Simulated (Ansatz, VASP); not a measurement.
## Two plane-wave programs on GaN

```
Ga N
1.0
     0.00000    2.27424    2.27424
     2.27424    0.00000    2.27424
     2.27424    2.27424    0.00000
Ga N
1 1
Cartesian
  0.0000 0.0000 0.0000
  3.4402 3.3825 3.3825
```

Change from the starting cell: all N atoms moved +0.050 Å, as atom 2 towards its neighbour atom 1 (Ga) at 1.970 Å.

Alike in both runs: task single point; functional PBE; k mesh 10 × 10 × 10; occupations gaussian, width 0.05 eV; no spin polarisation.

|  | VASP | Ansatz |
| --- | --- | --- |
| version | VASP 6.6.1 | Ansatz 0.2.0 |
| potentials or method | VASP PAW PBE potentials, release 64 (Ga_d, N) | scalar-relativistic, plane waves, PAW |
| plane-wave cutoff (eV) | 520 | 420 |
| valence electrons in the cell | 18 | 18 |

Ansatz gave:

- gap on the k mesh at the Fermi level (eV): 1.48
- least direct gap on the mesh (eV): 1.48
- pressure (GPa): 0.3
- largest component of the traceless stress (GPa): 1.63
- rms of the force components (eV/Å): 0.374

**Question.** Estimate VASP's values.

**Answer.** gap on the k mesh at the Fermi level (eV): 1.49; least direct gap on the mesh (eV): 1.49; pressure (GPa): 0.3; largest component of the traceless stress (GPa): 1.59; rms of the force components (eV/Å): 0.369.

Atom by atom the forces differ by 0.005 eV/Å (rms over components). The functional is the same, so the differences come from potentials, cutoffs and numerics.
